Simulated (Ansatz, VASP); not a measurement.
**One calculation of RbBr, two programs**

```
Rb Br
1.0
     0.00000    3.48480    3.48480
     3.48480    0.00000    3.48480
     3.48480    3.48480    0.00000
Rb Br
1 1
Cartesian
  3.4848 3.4848 3.4848
  0.0000 0.0000 0.0000
```

Alike in both runs: task single point; functional PBE; k mesh 8 × 8 × 8; occupations gaussian, width 0.05 eV; no spin polarisation.

```csv
,VASP,Ansatz
version,VASP 6.6.1,Ansatz 0.2.0
potentials or method,"VASP PAW PBE potentials, release 64 (Rb_sv, Br)","scalar-relativistic, plane waves, PAW"
plane-wave cutoff (eV),520,420
valence electrons in the cell,16,16
```

```tsv
	VASP	Ansatz	Ansatz less VASP
gap on the k mesh at the Fermi level (eV)	4.24	4.24	+0.002
least direct gap on the mesh (eV)	4.24	4.24	+0.002
pressure (GPa)	0.3	0.3	-0.02
```

With one functional, cell and mesh, what is left measures potentials, basis and numerics.

A k mesh can miss the band edges.
